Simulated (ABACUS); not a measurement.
Sr under changes of volume

One of the cells (57.751 Å³/atom); the others are scaled copies at fixed shape and fractional positions:

```
Sr
1.0
    -2.43500    2.43500    2.43500
     2.43500   -2.43500    2.43500
     2.43500    2.43500   -2.43500
Sr
1
Cartesian
  0.0000 0.0000 0.0000
```

This isn't the form of Sr at room conditions, which is fcc.

- Program: ABACUS 3.10.1
- Functional: PBE
- Potentials or basis: PseudoDojo NC SR 0.4.1 PBE standard
- Cutoff: 1361 eV
- Density cutoff: 5442 eV
- Basis: DZP LCAO (the cutoffs set its grid)
- k mesh: 8 × 8 × 8
- Occupations: fermi-dirac, width 0.05 eV
- Spin: no spin polarisation

| volume (Å³/atom) | energy over the lowest point (meV/atom) | pressure (GPa) |
| --- | --- | --- |
| 54.286 | 0.00 | -0.2 |
| 55.441 | ? | ? |
| 56.596 | 7.13 | -0.7 |
| 57.751 | 13.49 | -1.0 |
| 58.906 | 21.53 | -1.2 |
| 60.061 | 31.10 | -1.4 |
| 61.216 | 42.06 | -1.6 |

**Question.** What does the run at 55.441 Å³/atom give?

**Answer.** Energy over the lowest point 2.57 meV/atom; pressure -0.5 GPa.

Worked out: A Birch-Murnaghan fit of order 3 (a polynomial in V^(-2/3)) to the other rows has its minimum at 53.49 Å³/atom, just outside them, with B0 = V·E''(V) = 14.7 GPa and B' = 3.0. It gives 2.57 meV/atom at 55.441 Å³/atom, against the run's 2.57, and -dE/dV = -0.5 GPa, against -0.5.

Energies are extrapolated to zero smearing.

Caveats: the atomic orbitals were generated for these runs and aren't a published set; the cell was measured hot, at 901 K; the basis of atomic orbitals isn't converged, which shifts pressures, moduli and gaps.
